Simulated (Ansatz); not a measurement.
Geometry optimisation in Ansatz: input, command and trajectory.

```yaml
crystal:
  lattice:
    - [3.2945953878, 0.0, 0.0]
    - [-1.6472976939, 2.8532033011, 0.0]
    - [0.0, 0.0, 5.4922137643]
  atoms:
    - { symbol: In, position: [0.6666666667, 0.3333333333, 0.75] }
    - { symbol: In, position: [0.3333333333, 0.6666666667, 0.25] }
basis:
  ecutwfc: 420
kpoints:
  mp_grid: { grid: [12, 12, 8] }
hamiltonian:
  xc: pbe
  dispersion: d3bj
scf:
  occupations: { method: gaussian, width: 0.1 }
output:
  forces: true
  stress: true
  eigenvalues: true
relax:
  adjacent_minimum: "off"
  f_tol: 0.01
  max_steps: 60
  cell: { stress_tol: 0.1 }
```

```bash
ansatz run input.yaml --threads 1 --pin off --max-ram 2560MiB --backend cpu --events-out ev --progress --plain --runs-dir out
```

Method: DFT PBE+D3(BJ), scalar-relativistic, plane waves, PAW in Ansatz 0.2.0.

Of 4 frames 4 are shown, positions in Å and forces in eV/Å; the SCF threshold varies from step to step. Steps run on the plane waves of an earlier cell, with a Pulay correction in the pressure. The basis is chosen afresh for the last frame, the zero of the energies, and at times for earlier ones too; energy and pressure step there, also at an unchanged geometry.

```xyz
2
Lattice="3.2946 0.0000 0.0000 -1.6473 2.8532 0.0000 0.0000 0.0000 5.4922" Properties=species:S:1:pos:R:3:forces:R:3 pbc="T T T" step=1 free_energy_over_end_meV_per_atom=2.05 pressure_GPa=0.66
In    1.6473    0.9511    4.1192    0.0000    0.0000    0.0000
In    0.0000    1.9021    1.3731    0.0000    0.0000    0.0000
2
Lattice="3.3238 0.0000 0.0000 -1.6619 2.8785 0.0000 0.0000 0.0000 5.4789" Properties=species:S:1:pos:R:3:forces:R:3 pbc="T T T" step=2 free_energy_over_end_meV_per_atom=0.35 pressure_GPa=0.01
In    1.6619    0.9595    4.1092    0.0000    0.0000    0.0000
In    0.0000    1.9190    1.3697    0.0000    0.0000    0.0000
2
Lattice="3.3361 0.0000 0.0000 -1.6681 2.8892 0.0000 0.0000 0.0000 5.4462" Properties=species:S:1:pos:R:3:forces:R:3 pbc="T T T" step=3 free_energy_over_end_meV_per_atom=0.12 pressure_GPa=-0.02
In    1.6681    0.9631    4.0846    0.0000    0.0000    0.0000
In    0.0000    1.9261    1.3615    0.0000    0.0000    0.0000
2
Lattice="3.3361 0.0000 0.0000 -1.6681 2.8892 0.0000 0.0000 0.0000 5.4462" Properties=species:S:1:pos:R:3:forces:R:3 pbc="T T T" step=4 free_energy_over_end_meV_per_atom=0.00 pressure_GPa=-0.03
In    1.6681    0.9631    4.0846    0.0000    0.0000    0.0000
In    0.0000    1.9261    1.3615    0.0000    0.0000    0.0000
```

It took 18 s on 1 thread of Arm Neoverse V1, with other jobs on the host, peak memory 0.36 GiB.